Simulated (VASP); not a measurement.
# Converging a slab model of a single sheet of Te2Mo, part 2 of 5

How far does the level below the vacuum of a single sheet of Te2Mo depend on the numerical settings, and how far on the functional?

VASP 6.6.1, plane waves and PAW; the level of theory is named at each step.

So far, highest filled level below the vacuum (eV): step 2 (the base run) 5.00; step 3 (another mesh, mesh points along a 3, k-mesh 3×3×1) 4.84.

**4. Another mesh, mesh points along a 6, k-mesh 6×6×1**

Level of this step: PBEsol, no spin polarisation; plane waves and PAW (Te, Mo) (VASP).

Input file INCAR:

```
SYSTEM = Te2Mo
PREC = Normal
ENCUT = 350
EDIFF = 1E-06
NELM = 120
ISMEAR = 0
SIGMA = 0.05
LREAL = .FALSE.
ALGO = Normal
GGA = PS
NBANDS = 15
LASPH = .TRUE.
LORBIT = 11
LWAVE = .FALSE.
LCHARG = .FALSE.
KPAR = 4
IDIPOL = 3
LDIPOL = .TRUE.
DIPOL = 0.5 0.5 0.5
LVHAR = .TRUE.
LVACPOTAV = .TRUE.
```

Input file POSCAR:

```
Te2Mo
1.0
    3.5603917380      0.0000000000      0.0000000000
   -1.7801958690      3.0833896920      0.0000000000
    0.0000000000      0.0000000000     18.5794796398
Te Mo
2 1
Direct
    0.3333333330      0.6666666670      0.5963288450
    0.3333333330      0.6666666670      0.4036711550
    0.6666666670      0.3333333330      0.5000483150
```

Input file KPOINTS:

```
Automatic mesh
0
Gamma
6 6 1
0 0 0
```

Potentials, in the order of the species: Te and Mo (PBE family, release 64).

Launch:

```
$ mpirun -np 4 vasp_std
```

Output:

```text
[banner, memory and clock lines left out]
running    4 mpi-ranks, on    1 nodes
[...]
[... a notice as in an earlier step ...]

 LDA part: xc-table for (Slater+PW92), standard interpolation
 POSCAR, INCAR and KPOINTS ok, starting setup
[...]
entering main loop
       N       E                     dE             d eps       ncg     rms          rms(c)
DAV:   1     0.898350378135E+02    0.89835E+02   -0.49989E+03   210   0.650E+02
DAV:   2    -0.119822548960E+02   -0.10182E+03   -0.94651E+02   318   0.143E+02
DAV:   3    -0.201774044667E+02   -0.81951E+01   -0.80942E+01   280   0.477E+01
DAV:   4    -0.204118609784E+02   -0.23446E+00   -0.23429E+00   292   0.949E+00
[...]
DAV:  21    -0.195970743685E+02   -0.80585E-05   -0.46282E-07   205   0.213E-03    0.626E-04
DAV:  22    -0.195970759565E+02   -0.15880E-05   -0.81137E-08   182   0.978E-04    0.448E-04
DAV:  23    -0.195970763308E+02   -0.37436E-06   -0.16990E-08   168   0.419E-04
 [... a notice as in an earlier step ...]

   1 F= -.19597076E+02 E0= -.19597076E+02  d E =-.582756E-14
```

Run time: 3.6 s. Hardware: 4 MPI ranks of Intel Xeon 6975P-C (Granite Rapids), shared host; peak memory 0.61 GiB; 12 s of CPU time.

OUTCAR, selected parts (step 4):

```text
  Total       -1.7948799     -1.7948799     -0.7854667      0.0000000      0.0000000      0.0000000
  in kB      -14.0989321    -14.0989321     -6.1699067      0.0000000      0.0000000      0.0000000
  external PRESSURE =     -11.4559236 kB  Pullay stress =       0.0000000 kB

 POSITION                                       TOTAL-FORCE (eV/Angst)
 -----------------------------------------------------------------------------------
     -0.00000      2.05559     11.07948        -0.000000     -0.000000     -0.195633
     -0.00000      2.05559      7.50000         0.000000     -0.000000      0.214627
      1.78020      1.02780      9.29064        -0.000000      0.000000     -0.018994
 -----------------------------------------------------------------------------------
    total drift:                                0.000001     -0.000000      0.000014

  FREE ENERGIE OF THE ION-ELECTRON SYSTEM (eV)
  ---------------------------------------------------
  free  energy   TOTEN  =       -19.5970763308 eV

  energy  without entropy=      -19.5970763308  energy(sigma->0) =      -19.59707633

[... 1 part as in an earlier step ...]

[... 2 further parts left out ...]
[key lines of the parts left out:]
E-fermi :  -0.4715
```

Against the base run its depth below the vacuum changes by -0.00 eV and the energy by +0.7 meV an atom.

**5. Another mesh, mesh points along a 12, k-mesh 12×12×1**

INCAR is that of step 4.

POSCAR is that of step 4.

Input file KPOINTS:

```
Automatic mesh
0
Gamma
12 12 1
0 0 0
```

Launch:

```
$ mpirun -np 4 vasp_std
```

Output:

```text
[... set-up lines as in an earlier step ...]
 entering main loop
       N       E                     dE             d eps       ncg     rms          rms(c)
DAV:   1     0.884359932576E+02    0.88436E+02   -0.49457E+03   570   0.652E+02
DAV:   2    -0.123973700191E+02   -0.10083E+03   -0.94510E+02   864   0.138E+02
DAV:   3    -0.202166546967E+02   -0.78193E+01   -0.77316E+01   787   0.465E+01
DAV:   4    -0.204157887518E+02   -0.19913E+00   -0.19894E+00   789   0.889E+00
[...]
DAV:  21    -0.195990641041E+02   -0.85098E-05   -0.50931E-07   563   0.225E-03    0.536E-04
DAV:  22    -0.195990656021E+02   -0.14980E-05   -0.78350E-08   488   0.107E-03    0.472E-04
DAV:  23    -0.195990659971E+02   -0.39501E-06   -0.21162E-08   481   0.475E-04
 [... a notice as in an earlier step ...]

   1 F= -.19599066E+02 E0= -.19599066E+02  d E =-.589140E-11
```

The job ended after 5 s (4 MPI ranks; peak memory 0.69 GiB; 18 s of CPU time).

OUTCAR, selected parts (step 5):

```text
  Total       -1.7889055     -1.7889055     -0.8048893      0.0000000      0.0000000      0.0000000
  in kB      -14.0520032    -14.0520032     -6.3224732      0.0000000      0.0000000      0.0000000
  external PRESSURE =     -11.4754932 kB  Pullay stress =       0.0000000 kB

 POSITION                                       TOTAL-FORCE (eV/Angst)
 -----------------------------------------------------------------------------------
     -0.00000      2.05559     11.07948        -0.000000     -0.000000     -0.201073
     -0.00000      2.05559      7.50000         0.000000     -0.000000      0.220071
      1.78020      1.02780      9.29064         0.000000      0.000000     -0.018998
 -----------------------------------------------------------------------------------
    total drift:                                0.000001     -0.000000      0.000016

  FREE ENERGIE OF THE ION-ELECTRON SYSTEM (eV)
  ---------------------------------------------------
  free  energy   TOTEN  =       -19.5990659971 eV

  energy  without entropy=      -19.5990659971  energy(sigma->0) =      -19.59906600

[... 1 part as in an earlier step ...]

[... 2 further parts left out ...]
[key lines of the parts left out:]
E-fermi :  -0.5161
```

Against the base run its depth below the vacuum changes by +0.00 eV and the energy by +0.0 meV an atom.

**6. The series together**

Times are for 4 MPI ranks of Intel Xeon 6975P-C (Granite Rapids), shared host. Results by setting:

```
no.  mesh points along a  highest filled level below the vacuum (eV)  energy at zero smearing (eV)   time  memory (GiB)
  1                    3                                       4.837                        -19.73  2.2 s          0.41
  2                    6                                       4.999                        -19.60  3.6 s          0.61
  3                   12                                       4.999                        -19.60    5 s          0.69
```

**7. Another vacuum, vacuum width 5**

Too little vacuum lets the faces of neighbouring images overlap, and too much only costs plane waves.

INCAR is that of step 5.

Input file POSCAR:

```
Te2Mo
1.0
    3.5603917380      0.0000000000      0.0000000000
   -1.7801958690      3.0833896920      0.0000000000
    0.0000000000      0.0000000000      8.5794796288
Te Mo
2 1
Direct
    0.3333333330      0.6666666670      0.7086070358
    0.3333333330      0.6666666670      0.2913929642
    0.6666666670      0.3333333330      0.5001046296
```

Input file KPOINTS:

```
Automatic mesh
0
Gamma
9 9 1
0 0 0
```

Launch:

```
$ mpirun -np 4 vasp_std
```

Output:

```text
[... set-up lines as in an earlier step ...]
 entering main loop
       N       E                     dE             d eps       ncg     rms          rms(c)
DAV:   1     0.607335632020E+02    0.60734E+02   -0.55419E+03   360   0.708E+02
DAV:   2    -0.163588052875E+02   -0.77092E+02   -0.72047E+02   494   0.150E+02
DAV:   3    -0.202430444187E+02   -0.38842E+01   -0.38605E+01   444   0.381E+01
DAV:   4    -0.203231913050E+02   -0.80147E-01   -0.80137E-01   575   0.574E+00
DAV:   5    -0.203235126187E+02   -0.32131E-03   -0.32131E-03   417   0.361E-01    0.158E+01
DAV:   6    -0.198336372819E+02    0.48988E+00   -0.26645E+00   416   0.996E+00    0.640E+00
DAV:   7    -0.196845377748E+02    0.14910E+00   -0.18797E+00   374   0.956E+00    0.487E+00
DAV:   8    -0.195058403037E+02    0.17870E+00   -0.34443E-01   367   0.404E+00    0.105E+00
DAV:   9    -0.195050495482E+02    0.79076E-03   -0.66844E-02   465   0.149E+00    0.415E-01
DAV:  10    -0.195049185589E+02    0.13099E-03   -0.46429E-03   374   0.478E-01    0.135E-01
DAV:  11    -0.195059112422E+02   -0.99268E-03   -0.92579E-04   374   0.182E-01    0.835E-02
DAV:  12    -0.195060195294E+02   -0.10829E-03   -0.10723E-04   430   0.619E-02    0.291E-02
DAV:  13    -0.195061608375E+02   -0.14131E-03   -0.19080E-04   367   0.713E-02    0.309E-02
DAV:  14    -0.195061662736E+02   -0.54361E-05   -0.11289E-05   430   0.232E-02    0.105E-02
DAV:  15    -0.195061664332E+02   -0.15964E-06   -0.22547E-06   397   0.959E-03
 -----------------------------------------------------------------------------
|                                                                             |
|           W    W    AA    RRRRR   N    N  II  N    N   GGGG   !!!           |
|           W    W   A  A   R    R  NN   N  II  NN   N  G    G  !!!           |
|           W    W  A    A  R    R  N N  N  II  N N  N  G       !!!           |
|           W WW W  AAAAAA  RRRRR   N  N N  II  N  N N  G  GGG   !            |
|           WW  WW  A    A  R   R   N   NN  II  N   NN  G    G                |
|           W    W  A    A  R    R  N    N  II  N    N   GGGG   !!!           |
|                                                                             |
|     The minimum charge density times volume of the cell along the axis      |
|     of the dipole correction is larger 1E-1, which could mean that your     |
|     workfunction is not accurate as there is no field free region in        |
|     your cell. Please consider either increasing the size of your cell      |
|     along the dipole correction (vacuum dimension) or perhaps               |
|     increasing the precision of your calculation.                           |
|                                                                             |
 -----------------------------------------------------------------------------

 [... a notice as in an earlier step ...]

   1 F= -.19506166E+02 E0= -.19506166E+02  d E =-.309120E-16
 -----------------------------------------------------------------------------
|                                                                             |
|           W    W    AA    RRRRR   N    N  II  N    N   GGGG   !!!           |
|           W    W   A  A   R    R  NN   N  II  NN   N  G    G  !!!           |
|           W    W  A    A  R    R  N N  N  II  N N  N  G       !!!           |
|           W WW W  AAAAAA  RRRRR   N  N N  II  N  N N  G  GGG   !            |
|           WW  WW  A    A  R   R   N   NN  II  N   NN  G    G                |
|           W    W  A    A  R    R  N    N  II  N    N   GGGG   !!!           |
|                                                                             |
|     The minimum charge density times volume of the cell along the axis      |
|     of the dipole correction is larger 1E-1, which could mean that your     |
|     workfunction is not accurate as there is no field free region in        |
|     your cell. Please consider either increasing the size of your cell      |
|     along the dipole correction (vacuum dimension) or perhaps               |
|     increasing the precision of your calculation.                           |
|                                                                             |
 -----------------------------------------------------------------------------

 [... a notice as in an earlier step ...]
```

Run time: 2 s. Hardware: 4 MPI ranks; peak memory 0.52 GiB; 6.1 s of CPU time.

OUTCAR, selected parts (step 7):

```text
   ENCUT  =  350.0 eV  25.72 Ry    5.07 a.u.   5.43  5.43 13.09*2*pi/ulx,y,z

   NELECT =      18.0000    total number of electrons

 dipolmoment           0.000000      0.000000      0.000155 electrons x Angstroem

 E-fermi :   4.5387

 k-point     1 :       0.0000    0.0000    0.0000
  band No.  band energies     occupation
    ...
      5       2.5793      2.00000
      6       2.9586      2.00000
      7       3.3857      2.00000
      8       3.3857      2.00000
      9       3.7437      2.00000
     10       7.3924      0.00000
     11       7.3924      0.00000
     12       7.6484      0.00000
     13       7.6484      0.00000
     14       8.8026      0.00000
    ...

  Total       -1.9471480     -1.9471480      0.0946194      0.0000000      0.0000000      0.0000000
  in kB      -33.1224457    -33.1224457      1.6095465      0.0000000      0.0000000      0.0000000
  external PRESSURE =     -21.5451150 kB  Pullay stress =       0.0000000 kB

 POSITION                                       TOTAL-FORCE (eV/Angst)
 -----------------------------------------------------------------------------------
     -0.00000      2.05559      6.07948        -0.000000      0.000000     -0.207669
     -0.00000      2.05559      2.50000         0.000000      0.000000      0.227303
      1.78020      1.02780      4.29064         0.000000      0.000000     -0.019634
 -----------------------------------------------------------------------------------
    total drift:                                0.000000     -0.000000     -0.000008

  FREE ENERGIE OF THE ION-ELECTRON SYSTEM (eV)
  ---------------------------------------------------
  free  energy   TOTEN  =       -19.5061664332 eV

  energy  without entropy=      -19.5061664332  energy(sigma->0) =      -19.50616643

[... 3 parts as in an earlier step ...]

[... 13 further parts left out ...]
```

Numbers from this step:

```
electronic cycles              : 15
free energy (TOTEN)            : -19.51 eV
Fermi energy                   : 4.539 eV
dipole moment                  : 0, 0, 1.55e-4 e·Å
gap on the k-mesh              : 1.061 eV
least direct gap on the k-mesh : 1.061 eV
```

Force by atom:

```
atom  x (eV/Å)  y (eV/Å)  z (eV/Å)   size
 Te1     0.000     0.000    -0.208  0.208
 Te2     0.000     0.000     0.227  0.227
 Mo3     0.000     0.000    -0.020  0.020
```

The program found no flat vacuum in this gap and printed no vacuum level, so no level below the vacuum can be given.

**8. Another vacuum, vacuum width 8**

INCAR is that of step 7.

Input file POSCAR:

```
Te2Mo
1.0
    3.5603917380      0.0000000000      0.0000000000
   -1.7801958690      3.0833896920      0.0000000000
    0.0000000000      0.0000000000     11.5794796288
Te Mo
2 1
Direct
    0.3333333330      0.6666666670      0.6545613336
    0.3333333330      0.6666666670      0.3454386664
    0.6666666670      0.3333333330      0.5000775223
```

KPOINTS is that of step 7.

Launch:

```
$ mpirun -np 4 vasp_std
```

Output:

```text
[... set-up lines as in an earlier step ...]
 entering main loop
       N       E                     dE             d eps       ncg     rms          rms(c)
DAV:   1     0.689492406301E+02    0.68949E+02   -0.53311E+03   360   0.688E+02
DAV:   2    -0.149134952129E+02   -0.83863E+02   -0.79576E+02   465   0.148E+02
DAV:   3    -0.202589546909E+02   -0.53455E+01   -0.52768E+01   472   0.417E+01
DAV:   4    -0.204161510624E+02   -0.15720E+00   -0.15715E+00   532   0.777E+00
[...]
DAV:  15    -0.195973272113E+02   -0.20682E-05   -0.19270E-05   444   0.270E-02    0.211E-02
DAV:  16    -0.195973247778E+02    0.24335E-05   -0.61069E-06   395   0.164E-02    0.305E-03
DAV:  17    -0.195973246878E+02    0.89988E-07   -0.31240E-07   341   0.438E-03
 [... a notice as in an earlier step ...]

   1 F= -.19597325E+02 E0= -.19597325E+02  d E =-.253908E-13
 [... a notice as in an earlier step ...]
```

The job ended after 2.4 s (4 MPI ranks; peak memory 0.53 GiB; 8.1 s of CPU time).

OUTCAR, selected parts (step 8):

```text
  Total       -1.7988205     -1.7988205     -0.7726835      0.0000000     -0.0000000      0.0000000
  in kB      -22.6716518    -22.6716518     -9.7386101      0.0000000     -0.0000000      0.0000000
  external PRESSURE =     -18.3606379 kB  Pullay stress =       0.0000000 kB

 POSITION                                       TOTAL-FORCE (eV/Angst)
 -----------------------------------------------------------------------------------
     -0.00000      2.05559      7.57948         0.000000     -0.000000     -0.201809
     -0.00000      2.05559      4.00000        -0.000000      0.000000      0.220833
      1.78020      1.02780      5.79064        -0.000000      0.000000     -0.019023
 -----------------------------------------------------------------------------------
    total drift:                                0.000000     -0.000000      0.000011

  FREE ENERGIE OF THE ION-ELECTRON SYSTEM (eV)
  ---------------------------------------------------
  free  energy   TOTEN  =       -19.5973246878 eV

  energy  without entropy=      -19.5973246878  energy(sigma->0) =      -19.59732469

[... 1 part as in an earlier step ...]

[... 2 further parts left out ...]
[key lines of the parts left out:]
E-fermi :   2.1025
```

The program found no flat vacuum in this gap and printed no vacuum level, so no level below the vacuum can be given.

**9. Another vacuum, vacuum width 24**

INCAR is that of step 8.

Input file POSCAR:

```
Te2Mo
1.0
    3.5603917380      0.0000000000      0.0000000000
   -1.7801958690      3.0833896920      0.0000000000
    0.0000000000      0.0000000000     27.5794796288
Te Mo
2 1
Direct
    0.3333333330      0.6666666670      0.5648938935
    0.3333333330      0.6666666670      0.4351061065
    0.6666666670      0.3333333330      0.5000325484
```

KPOINTS is that of step 8.

Launch:

```
$ mpirun -np 4 vasp_std
```

Output:

```text
[... set-up lines as in an earlier step ...]
 entering main loop
       N       E                     dE             d eps       ncg     rms          rms(c)
DAV:   1     0.102527386017E+03    0.10253E+03   -0.43964E+03   360   0.609E+02
DAV:   2    -0.916547688825E+01   -0.11169E+03   -0.10551E+03   587   0.131E+02
DAV:   3    -0.201341997992E+02   -0.10969E+02   -0.10856E+02   500   0.501E+01
DAV:   4    -0.204106954707E+02   -0.27650E+00   -0.27624E+00   466   0.103E+01
[...]
DAV:  21    -0.195986892539E+02   -0.75988E-05   -0.18892E-07   327   0.165E-03    0.676E-04
DAV:  22    -0.195986928856E+02   -0.36317E-05   -0.10043E-07   334   0.114E-03    0.342E-04
DAV:  23    -0.195986938242E+02   -0.93859E-06   -0.19688E-08   313   0.552E-04
 [... a notice as in an earlier step ...]

   1 F= -.19598694E+02 E0= -.19598694E+02  d E =-.737378E-14
```

Run time: 5.2 s. Hardware: 4 MPI ranks; peak memory 0.75 GiB; 19 s of CPU time.

Parts of OUTCAR (step 9):

```text
  Total       -1.7898542     -1.7898542     -0.8047883      0.0000000     -0.0000000      0.0000000
  in kB       -9.4714392     -9.4714392     -4.2587287      0.0000000     -0.0000000      0.0000000
  external PRESSURE =      -7.7338690 kB  Pullay stress =       0.0000000 kB

 POSITION                                       TOTAL-FORCE (eV/Angst)
 -----------------------------------------------------------------------------------
     -0.00000      2.05559     15.57948         0.000000      0.000000     -0.201142
     -0.00000      2.05559     12.00000        -0.000000     -0.000000      0.220162
      1.78020      1.02780     13.79064        -0.000000      0.000000     -0.019020
 -----------------------------------------------------------------------------------
    total drift:                                0.000000     -0.000000     -0.000024

  FREE ENERGIE OF THE ION-ELECTRON SYSTEM (eV)
  ---------------------------------------------------
  free  energy   TOTEN  =       -19.5986938242 eV

  energy  without entropy=      -19.5986938242  energy(sigma->0) =      -19.59869382

[... 1 part as in an earlier step ...]

[... 2 further parts left out ...]
[key lines of the parts left out:]
E-fermi :  -1.8704
```

Against the base run its depth below the vacuum changes by +0.00 eV and the energy by +0.1 meV an atom.

**10. Comparing the runs**

Times are for 4 MPI ranks of Intel Xeon 6975P-C (Granite Rapids), shared host. The runs compared:

```
no.  vacuum width  electronic cycles  free energy (TOTEN) (eV)  gap on the k-mesh (eV)   time  memory (GiB)
  1             5                 15                    -19.51                   1.061    2 s          0.52
  2             8                 17                    -19.60                   1.043  2.4 s          0.53
  3            24                 23                    -19.60                   1.042  5.2 s          0.75
```

(Continued in part 3 of 5.)

[Lines on the potential files, build, host, timing and source positions are cut from VASP's logs without a mark.]

[Logs are printed without paths, hosts, clocks, repeated set-up lines and the standing remarks that a program may print on its own settings, such as how far it seeks lower states.]

[Hosts, paths, dates, database ids (printed as entryN), source tags and the programs' standing remarks are cut or masked in the printed files.]

[In band tables of VASP the shares of atoms and orbitals are scaled to a sum of 1 inside the atoms' spheres.]

[Runs that stopped without an error message from VASP are left out.]
